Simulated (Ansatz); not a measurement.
Here is an Ansatz 0.2.0 calculation.

Contents of input.yaml:

```yaml
crystal:
  lattice:
    - [-1.38371547, 1.38371547, 1.38371547]
    - [1.38371547, -1.38371547, 1.38371547]
    - [1.38371547, 1.38371547, -1.38371547]
  atoms:
    - { symbol: Ni, position: [0.0, 0.0, 0.0], spin: 1.0 }
hamiltonian:
  xc: blyp
  pseudopotentials: { kind: paw }
  dispersion: d4
magnetization:
  spin_polarized: true
kpoints:
  mp_grid: { grid: [13, 13, 13] }
scf:
  occupations: { method: fermi_dirac, width: 0.05 }
output:
  forces: true
  stress: true
  eigenvalues: true
relax:
  f_tol: 0.01
  max_steps: 40
  cell: { stress_tol: 0.05 }
```

Potentials or basis: Ansatz PAW.

Launch:

```bash
$ ansatz run input.yaml --threads 2 --pin off --max-ram 5632MiB --backend cpu --events-out ev --progress --plain --runs-dir out
```

Q: Predict the band gap on the k mesh.

A: None (metal or under the smearing width).

Q: What does it give for the relaxed volume?

A: 10.82 Å³/atom.

Q: What does it give for the relaxed cell?

A: a = 2.413 Å, b = 2.413 Å, c = 2.413 Å, α = 109.47°, β = 109.47°, γ = 109.47°.

Step by step:
```csv
step,energy change (eV),largest force (eV/Å),volume (Å³)
1,0.0000,0.0000,10.60
2,-0.0020,0.0000,10.70
3,-0.0027,0.0000,10.81
4,-0.0027,0.0000,10.82
5,-0.0028,0.0000,10.82
```

Caveat: the plane-wave basis is chosen anew once the cell has moved, so the energies of steps on either side of that aren't comparable; pairwise dispersion overbinds metals, which lowers pressure and volume; the PAW data sets come from PBE, with cores solved anew for the run's functional, which leaves a small shift of forces and pressure.
